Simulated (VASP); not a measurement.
A run of VASP 6.6.1 is set up as follows.

POSCAR

```
BeTe
1.0
    0.0000000000      2.8284734428      2.8284734428
    2.8284734428      0.0000000000      2.8284734428
    2.8284734428      2.8284734428      0.0000000000
Be Te
1 1
Direct
    0.0000000000      0.0000000000      0.0000000000
    0.2500000000      0.2500000000      0.2500000000
```

File INCAR.step1:

```
ALGO     = Normal         # electronic algorithm
EDIFF    = 1E-4           # SCF threshold, eV
ENCUT    = 520            # plane-wave cutoff, eV
GGA      = PE             # functional
ISMEAR   = 0              # smearing method
LASPH    = T              # aspherical terms in the spheres
LCHARG   = F              # write CHGCAR
LREAL    = F              # projectors in reciprocal space
LWAVE    = T              # write WAVECAR
NBANDS   = 11             # bands
NELM     = 60             # most SCF steps
PREC     = Accurate       # precision mode
SIGMA    = 0.02           # smearing width, eV
```

Contents of INCAR.step2:

```
ALGO     = Normal         # electronic algorithm
EDIFF    = 1E-7           # SCF threshold, eV
ENCUT    = 520            # plane-wave cutoff, eV
ISIF     = 2              # what is computed and relaxed
ISMEAR   = 0              # smearing method
ISTART   = 1            
LASPH    = T              # aspherical terms in the spheres
LCHARG   = F              # write CHGCAR
LMIXTAU  = T            
LREAL    = F              # projectors in reciprocal space
LWAVE    = F              # write WAVECAR
METAGGA  = R2SCAN         # meta-GGA
NBANDS   = 11             # bands
NELM     = 60             # most SCF steps
PREC     = Accurate       # precision mode
SIGMA    = 0.02           # smearing width, eV
```

Contents of KPOINTS:

```
k-points
0
Gamma
  8 8 8
```

Potentials or basis: VASP PAW PBE potentials, release 64 (Be, Te).

Command:

```console
$ cat potpaw_PBE.64/Be/POTCAR potpaw_PBE.64/Te/POTCAR > POTCAR
$ cp INCAR.step1 INCAR
$ mpirun -np 1 vasp_std > vasp.out
$ cp INCAR.step2 INCAR
$ mpirun -np 1 vasp_std > vasp.out
```

Task: Predict the band gap on the k mesh.

Result: 2.37 eV, indirect (least direct gap 4.03 eV).

Task: What does it give for the pressure?

Result: 0.2 GPa.

Caveat: the PAW data sets were made with another functional, which shifts forces and pressure a little; spin-orbit coupling is left out, which moves the levels of the heavy elements. A k mesh can miss the band edges.
